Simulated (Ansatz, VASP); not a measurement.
Given: the input of a run of Ansatz 0.2.0 on AlNi3.

File input.yaml:

```yaml
crystal:
  lattice:
    - [0.0, 2.7446913027, 2.7446913027]
    - [2.7446913027, 0.0, 2.7446913027]
    - [2.7446913027, 2.7446913027, 0.0]
  atoms:
    - { symbol: Ni, position: [0.75, 0.75, 0.75], spin: 1.0 }
    - { symbol: Ni, position: [0.0, 0.0, 0.0], spin: 1.0 }
    - { symbol: Ni, position: [0.25, 0.25, 0.25], spin: 1.0 }
    - { symbol: Al, position: [0.5, 0.5, 0.5] }
kpoints:
  mp_grid: { grid: [8, 8, 8] }
scf:
  occupations: { method: fermi_dirac, width: 0.05 }
hamiltonian:
  xc: lda
  pseudopotentials: { kind: all_electron, lapw: { basis_error: 0.002 } }
magnetization:
  spin_polarized: true
output:
  forces: true
  stress: true
  eigenvalues: true
```

Potentials or basis: all-electron LAPW, scalar-relativistic.

The run is started by

```console
$ ansatz run input.yaml --threads 4 --pin off --max-ram 12288MiB --backend cpu --events-out ev --progress --plain --runs-dir out
```

Problem. Set up the same calculation for VASP 6.6.1. Potentials there: VASP PAW LDA potentials, release 64 (Ni, Al).

Solution. As run (the cutoff follows the program's own potentials):

File INCAR:

```
SYSTEM = AlNi3
PREC     = Accurate       ! precision mode
ENCUT    = 520            ! plane-wave cutoff, eV
EDIFF    = 1E-7           ! SCF threshold, eV
ISMEAR   = -1             ! smearing method
SIGMA    = 0.05           ! smearing width, eV
LREAL    = .FALSE.        ! projectors in reciprocal space
LASPH    = .TRUE.         ! aspherical terms in the spheres
NELM     = 150            ! most SCF steps
ALGO     = Fast           ! electronic algorithm
ISIF     = 2              ! what is computed and relaxed
LWAVE    = .FALSE.        ! write WAVECAR
LCHARG   = .FALSE.        ! write CHGCAR
ISPIN    = 2              ! spin polarisation
MAGMOM   = 1 1 1 0        ! initial moments
LORBIT   = 11             ! projections on sites
LMAXMIX  = 4              ! l up to which the mixer works
GGA      = CA             ! functional
NBANDS   = 28             ! bands
```

File KPOINTS:

```
Automatic mesh
0
G
  8 8 8
  0 0 0
```

POSCAR

```
AlNi3
1.0
    0.0000000000      2.7446913027      2.7446913027
    2.7446913027      0.0000000000      2.7446913027
    2.7446913027      2.7446913027      0.0000000000
Ni Al
3 1
Direct
    0.7500000000      0.7500000000      0.7500000000
    0.0000000000      0.0000000000      0.0000000000
    0.2500000000      0.2500000000      0.2500000000
    0.5000000000      0.5000000000      0.5000000000
```

Potentials or basis: VASP PAW LDA potentials, release 64 (Ni, Al).

Run with:

```bash
$ cat potpaw_LDA.64/Ni/POTCAR potpaw_LDA.64/Al/POTCAR > POTCAR
$ mpirun -np 1 vasp_std > vasp.out
```

Both were run:

|  | VASP | Ansatz | Ansatz less VASP |
| --- | --- | --- | --- |
| gap on the k mesh at the Fermi level (eV) | none | none | - |
| pressure (GPa) | 6.1 | 5.7 | -0.35 |
| net moment per atom (μB) | 0.00 | 0.00 | 0.000 |

A gap of «none» marks a metal or a gap that the smearing closes. Ansatz ran all-electron here, so the differences hold the error of VASP's frozen core and of both bases.

Caveats: the starting moments weren't kept (Ansatz).
